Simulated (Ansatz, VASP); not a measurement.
SiC: VASP beside Ansatz

```
Si C
1.0
     2.86470    0.00000    0.00000
    -1.43235    2.48090    0.00000
     0.00000    0.00000    2.55811
Si C
1 1
Direct
  0.33333 0.66667 0.00000
  0.66667 0.33333 0.50000
```

Alike in both runs: functional PBE; k mesh 6 × 6 × 6; occupations gaussian, width 0.1 eV; no spin polarisation.

Ansatz relaxed the structure, and its values are those at the end. VASP's run is a single point on that final structure, the one shown.

|  | VASP | Ansatz |
| --- | --- | --- |
| version | VASP 6.6.1 | Ansatz 0.2.0 |
| potentials or method | VASP PAW PBE potentials, release 64 (Si, C) | scalar-relativistic, plane waves, PAW |
| plane-wave cutoff (eV) | 520 | 420 |
| valence electrons in the cell | 8 | 8 |

VASP gave:

| Item | Value |
| --- | --- |
| gap on the k mesh at the Fermi level (eV) | none |
| pressure (GPa) | 0.0 |

Q: Which values does Ansatz return?

A: gap on the k mesh at the Fermi level (eV): none; pressure (GPa): -0.1.

A gap of «none» marks a metal or a gap that the smearing closes.

Caveats: the k mesh is coarse (spacing up to 0.42 Å⁻¹), so the values aren't converged.
